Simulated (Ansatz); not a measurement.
## Trial structures of TiAl₃: starts and ends

Theory: DFT PBE, scalar-relativistic, plane waves, PAW (Ansatz 0.2.0). Settings: cutoff 420 eV, Γ-centred meshes spaced at most about 0.3 Å⁻¹, and about 0.25 Å⁻¹ or finer for metals (2π included), Gaussian smearing. Collinear spin in cells that started with moments and kept them past the coarse steps, no spin elsewhere.

Each guess was relaxed in cell and atoms at zero pressure, within the symmetry of its start. Temperature and zero-point effects are left out. Coordination counts all near atoms (those within 1.25 times the shortest distance at each site; a slash parts the counts of unlike sites).

```csv
guess,made from,start group,V start (Å³/atom),end group,V end (Å³/atom),coordination at the end,gap on mesh (eV),E over the lowest end (meV/atom)
1,a Materials Project cell,I4/mmm,15.6,I4/mmm (TiAl3 (D0_22)),15.9,"Ti 12, Al 12",0,0
2,random cell,P4mm,16.4,P4mm,24.8,"Ti 5, Al 5/8",0,987
3,a Materials Project cell,Pmm2,16.3,Pmm2,16.3,"Ti 12, Al 12",0,156
4,a Materials Project cell,Pm-3m,15.5,Pm-3m (Cu3Au (L1_2)),15.8,"Ti 12, Al 12",0,29
5,random cell,Cmmm,14.7,?,?,?,?,?
```

Guess 5 as it starts:

```cif
data_structure
_symmetry_space_group_name_H-M 'P 1'
_symmetry_Int_Tables_number 1
_cell_length_a 3.6796
_cell_length_b 3.6796
_cell_length_c 4.9768
_cell_angle_alpha 90.000
_cell_angle_beta 90.000
_cell_angle_gamma 119.019
_cell_volume 58.92
loop_
_atom_site_label
_atom_site_type_symbol
_atom_site_fract_x
_atom_site_fract_y
_atom_site_fract_z
_atom_site_occupancy
Ti1 Ti 0.00000 0.00000 0.50000 1
Al1 Al 0.50000 0.50000 0.68455 1
Al2 Al 0.50000 0.50000 0.31545 1
Al3 Al 0.50000 0.50000 0.00000 1
```

Question: Predict the end of this guess and its energy over the lowest end.

Answer: It ends in space group P4/mmm (No. 123), with a = 2.795 Å, c = 9.339 Å, 18.2 Å³/atom and no gap. It lies 0.34 eV/atom over the lowest end, above guess 3 and below guess 2. Counting all near atoms, this end has Ti 12, Al 6/9 and the lowest (guess 1) has Ti 12, Al 12.

```cif
data_structure
_symmetry_space_group_name_H-M 'P4/mmm'
_symmetry_Int_Tables_number 123
_cell_length_a 2.7948
_cell_length_b 2.7948
_cell_length_c 9.3393
_cell_angle_alpha 90.000
_cell_angle_beta 90.000
_cell_angle_gamma 90.000
_cell_volume 72.95
loop_
_atom_site_label
_atom_site_type_symbol
_atom_site_symmetry_multiplicity
_atom_site_Wyckoff_symbol
_atom_site_fract_x
_atom_site_fract_y
_atom_site_fract_z
_atom_site_occupancy
Ti1 Ti 1 b 0.00000 0.00000 0.50000 1
Al1 Al 2 h 0.50000 0.50000 0.71515 1
Al2 Al 1 c 0.50000 0.50000 0.00000 1
```

Formation energies are uncorrected and refer to the elements' standard structures at the same level.

Question: Is the lowest end bound against the elements?

Answer: Yes: its formation energy is −0.40 eV/atom. It lies below the elements, which doesn't yet make it stable against other compounds or structures.

With atoms moved at random, Pm-3m came back. Other cells relaxed within their symmetry can be saddle points. Some candidate types were left out of the draw beforehand, so a known form may be missing.
